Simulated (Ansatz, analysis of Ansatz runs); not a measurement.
# Reproducing a measured migration barrier: interstitial H in hcp Zr, hop from a tetrahedral to the next octahedral site, part 3 of 3

Aim: the migration barrier of interstitial H in hcp Zr, hop from a tetrahedral to the next octahedral site, to be set beside the measurement. Set-up: PBE, 36-site cell, PBE lattice, 420 eV, k: 3x3x3 Gamma-centred, zero-point energy of the moving atom added. The model is a cell of 36 host atoms with 1 H put in. The barrier is the energy of the highest image of a climbing band over the relaxed site that the atom leaves.

Ansatz 0.2.0; PBE, 36-site cell, PBE lattice, 420 eV, k: 3x3x3 Gamma-centred, zero-point energy of the moving atom added.

So far, barrier forward (eV): step 3 (nudged elastic band) 0.426.

### Step 4. Vibrations of the moving atom at the low point

A light atom carries zero-point energy, which differs between site and saddle; its three modes are computed at both, leaving out the unstable one.

This step: plane-wave PAW DFT, PBE; finite-displacement force constants of the moving atom alone.

modes_low/input.yaml reads:

```yaml
crystal:
  lattice:
    - [9.70246385, 0.0, 0.0]
    - [-4.85123193, 8.40258017, 0.0]
    - [0.0, 0.0, 10.33576951]
  atoms:
    - { symbol: Zr, position: [0.110546722, 0.221176504, 0.124718497] }
    - { symbol: Zr, position: [0.221751775, 0.110170217, 0.374351705] }
    - { symbol: Zr, position: [0.110264827, 0.222598003, 0.62577724] }
[... 2 atom lines left out ...]
    - { symbol: Zr, position: [0.217931131, 0.442298899, 0.371429623] }
    - { symbol: Zr, position: [0.110264827, 0.55433349, 0.62577724] }
[... 7 atom lines left out ...]
    - { symbol: Zr, position: [0.44566651, 0.222598003, 0.62577724] }
[... 1 atom line left out ...]
    - { symbol: Zr, position: [0.444444444, 0.555555556, 0.121263609] }
    - { symbol: Zr, position: [0.557701101, 0.442298899, 0.371429623] }
    - { symbol: Zr, position: [0.444444444, 0.555555556, 0.63259556] }
[... 2 atom lines left out ...]
    - { symbol: Zr, position: [0.5577011, 0.782068869, 0.371429623] }
    - { symbol: Zr, position: [0.445666509, 0.889735173, 0.62577724] }
[... 7 atom lines left out ...]
    - { symbol: Zr, position: [0.777401997, 0.55433349, 0.62577724] }
[... 3 atom lines left out ...]
    - { symbol: Zr, position: [0.777401996, 0.889735173, 0.62577724] }
[... 1 atom line left out ...]
    - { symbol: H, position: [0.444444444, 0.555555556, 0.435894016] }
basis:
  ecutwfc: 420
  xc_grid: 2
hamiltonian:
  xc: pbe
kpoints:
  mp_grid: { grid: [3, 3, 3] }
scf:
  occupations: { method: methfessel_paxton, width: 0.1 }
  max_iter: 120
output: {}
phonons:
  supercell: [1, 1, 1]
  displaced_sites: [36]
  amplitude: 0.03
```

Run with:

```sh
$ ansatz run input.yaml --threads 4 --pin off --max-ram 14131MiB --backend cpu --events-out ev --progress --plain --runs-dir out
```

Numbers of over 12 decimals in the logs are rounded to 6 here.

The log of the run:

```text
[...]
Crystal: 37 atoms, lattice volume = 842.631 Å³
Basis set: ecut = 420 eV, 16439 PW (Γ), exchange–correlation on 144×144×144 points (8 copies of the dense FFT grid, shifted against one another)
Bands: 260, of which v1, the nominal top of the filled ones, is band 217 counted from 1 (216 counted from 0)
Symmetry: 6 space group operations
k-points: 7 of 27 (time reversal used)
[...]
SCF iter   1: F=—  HF=-150634.536688 eV  |F-HF|=—  |Δ(HF+E_count)|=         —  Δρ=4.24e-3  dr2=6.07e-1  ethr=1.77e-3  ⟨swp⟩=7.0  Hψ=6964  notcnv=0
[...]
SCF iter  11: F=-150634.526199 eV  HF=-150634.526199 eV  |F-HF|=1.46e-10  |Δ(HF+E_count)|=    0.00e0  S|Δr|=    0.00e0  Δρ=8.44e-8  dr2=1.96e-10  ethr=1.00e-12  ⟨swp⟩=11.9  Hψ=6214  notcnv=0
SCF 1 converged in 11 iterations: F = -150634.526199 eV  dr2 = 1.96e-10
[...]
Symmetry: 2 space group operations
k-points: 10 of 27 (time reversal used)
[...]
[... further k-points left out ...]
--- Phonons: 2 displaced members + reference (amplitude 0.03 Å, Σ member SCF iterations 16) ---
  symmetry images taken by strict's conditions (phonons.symmetry_images: auto; settled by no image being taken that strict refuses)
  force constants formed among 1 of 37 sites (H 36); the other 36 at rest. The modes move the named sites alone.
  the frequencies, the zero-point energy and the sums are of the block with the acoustic sum rule laid on its rows. Row sums over every site: 1.8e-5 eV/Å² at the most
  transpose residual: 1.5e-16 eV/Å²
  largest component of a force at the reference: 8.8e-3 eV/Å on a named site, 1.0e-2 eV/Å on a site at rest
  frequencies among the named sites at Γ of the cell (cm⁻¹): 1125.39 1234.78 1234.78
  unstable modes among the named sites: 0
  frequencies as built, with no sum rule (cm⁻¹): 1125.39 1234.78 1234.78
  zero-point energy: 0.222858 eV/cell   skipped modes (ω ≤ 0): 0
  not written: the harmonic force-constant file, the file of eigenvectors (these modes' are written with the force constants), the density of states and the dispersion, which are of every site
[key lines of the parts left out:]
SCF converged after 11 iterations
Free energy (F): -150634.526199 eV
Fermi energy:    13.961287 eV
```

The job ended after 8.6 min (4 threads of Arm Neoverse V2, shared host; peak memory 4.9 GiB; 34 min of CPU time).

This step gave:

| Quantity | Value |
| --- | --- |
| free energy | -150634.5262 eV |
| smearing term TS | -0.01857 eV |
| frequencies of moving atom | 1125, 1235, 1235 cm⁻¹ (negative: imaginary) |

### Step 5. Vibrations of the moving atom at the top point

This step: plane-wave PAW DFT, PBE; finite-displacement force constants of the moving atom alone.

modes_top/input.yaml reads:

```yaml
crystal:
  lattice:
    - [9.70246385, 0.0, 0.0]
    - [-4.85123193, 8.40258017, 0.0]
    - [0.0, 0.0, 10.33576951]
  atoms:
    - { symbol: Zr, position: [0.112539755, 0.223625759, 0.125700305] }
    - { symbol: Zr, position: [0.216452796, 0.099362972, 0.372617608] }
[... 3 atom lines left out ...]
    - { symbol: Zr, position: [0.218591092, 0.441207657, 0.371742207] }
    - { symbol: Zr, position: [0.110180646, 0.553198624, 0.625184541] }
[... 2 atom lines left out ...]
    - { symbol: Zr, position: [0.221099721, 0.774144076, 0.373903897] }
[... 6 atom lines left out ...]
    - { symbol: Zr, position: [0.445127393, 0.556987467, 0.125218607] }
    - { symbol: Zr, position: [0.555378711, 0.440860393, 0.371757123] }
    - { symbol: Zr, position: [0.45038065, 0.567393379, 0.634772411] }
[... 2 atom lines left out ...]
    - { symbol: Zr, position: [0.556766773, 0.780102841, 0.371152809] }
    - { symbol: Zr, position: [0.446513958, 0.889806095, 0.626131129] }
[... 7 atom lines left out ...]
    - { symbol: Zr, position: [0.776349766, 0.553177507, 0.625052821] }
[... 2 atom lines left out ...]
    - { symbol: Zr, position: [0.886223269, 0.774275433, 0.373932552] }
    - { symbol: Zr, position: [0.776802687, 0.889916243, 0.626228804] }
[... 1 atom line left out ...]
    - { symbol: H, position: [0.393984143, 0.45499739, 0.472732027] }
basis:
  ecutwfc: 420
  xc_grid: 2
hamiltonian:
  xc: pbe
kpoints:
  mp_grid: { grid: [3, 3, 3] }
scf:
  occupations: { method: methfessel_paxton, width: 0.1 }
  max_iter: 120
output: {}
phonons:
  supercell: [1, 1, 1]
  displaced_sites: [36]
  amplitude: 0.03
```

The log of the run:

```text
[...]
Crystal: 37 atoms, lattice volume = 842.631 Å³
Basis set: ecut = 420 eV, 16439 PW (Γ), exchange–correlation on 144×144×144 points (8 copies of the dense FFT grid, shifted against one another)
Bands: 260, of which v1, the nominal top of the filled ones, is band 217 counted from 1 (216 counted from 0)
Symmetry: 1 space group operations
k-points: 14 of 27 (time reversal used)
[...]
SCF iter   1: F=—  HF=-150634.089494 eV  |F-HF|=—  |Δ(HF+E_count)|=         —  Δρ=3.75e-3  dr2=2.25e-1  ethr=1.77e-3  ⟨swp⟩=6.7  Hψ=13982  notcnv=0
[...]
SCF iter  10: F=-150634.100018 eV  HF=-150634.100018 eV  |F-HF|=3.78e-10  |Δ(HF+E_count)|=   1.05e-9  S|Δr|=    0.00e0  Δρ=2.04e-7  dr2=6.79e-10  ethr=1.00e-12  ⟨swp⟩=12.0  Hψ=14278  notcnv=0
SCF 1 converged in 10 iterations: F = -150634.100018 eV  dr2 = 6.79e-10
[...]
[... 6 atoms left out ...]
  atom  17  Zr    -0.00060285    -0.02000570    -0.01261663
  atom  18  Zr     0.01253477    -0.00584844    -0.00110352
  atom  19  Zr     0.00203940     0.01068170     0.00808264
  [... 2 atoms left out ...]
  atom  22  Zr    -0.00091351    -0.00808204     0.00984312
  [... 8 atoms left out ...]
  atom  31  Zr     0.00362736     0.00009362    -0.00261641
  [... 2 atoms left out ...]
  atom  34  Zr     0.00474589    -0.00779628     0.00235977
  [... 2 atoms left out ...]
  atom  37  H     -0.00340642    -0.00645377    -0.00548290
  max |Σ_I F_I| component: 3.96e-6 eV/Å
--- Band table (eV; the first three rows and the last of 14) ---
[...]
[... further k-points left out ...]
[...]
transpose residual: 2.9e-3 eV/Å²
[...]
frequencies among the named sites at Γ of the cell (cm⁻¹): -581.58 1446.81 1542.63
  unstable modes among the named sites: 1
  frequencies as built, with no sum rule (cm⁻¹): -581.58 1446.81 1542.63
  zero-point energy: 0.185322 eV/cell   skipped modes (ω ≤ 0): 1, of them read as no rigid motion or as one in doubt: 1 (1.000e0 modes/cell left out, lowest -581.58 cm⁻¹)
[...]
[key lines of the parts left out:]
SCF converged after 10 iterations
Free energy (F): -150634.100018 eV
Fermi energy:    13.944863 eV
```

It took 34 min on 4 threads; peak memory 5.8 GiB; 2.3 h of CPU time.

This step gave:

```
free energy                : -150634.1000 eV
smearing term TS           : -0.01078 eV
frequencies of moving atom : -581.6, 1447, 1543 cm⁻¹ (negative: imaginary)
```

### Step 6. Outcome

* migration barrier (saddle less minimum): 0.39 eV
* energy difference of the two ends: 0.08 eV
* length of the hop: 1.98 Å
* change of the moving atom's zero-point energy, saddle less site: -0.04 eV
* time of the whole chain: 1.8 h on 4 threads

**Reading.** Migration barrier: computed 0.39 eV, measured 0.427 eV; 0.04 eV below the measurement. Zero-point energy changes the barrier by -0.04 eV. The measured number is an Arrhenius activation energy of long-range diffusion; for H it holds zero-point energy, and trapping at vacancies and dislocations can raise it. One hop between neighbouring sites is computed at the host's lattice.

[Logs are printed without paths, hosts, clocks, repeated set-up lines and the standing remarks that a program may print on its own settings, such as how far it seeks lower states.]

[Hosts, paths, dates, database ids (printed as entryN), source tags and the programs' standing remarks are cut or masked in the printed files.]

[For some hosts the program warned that the k-mesh of the response run may be too coarse for force constants and the static dielectric constant; such warnings are not shown here.]
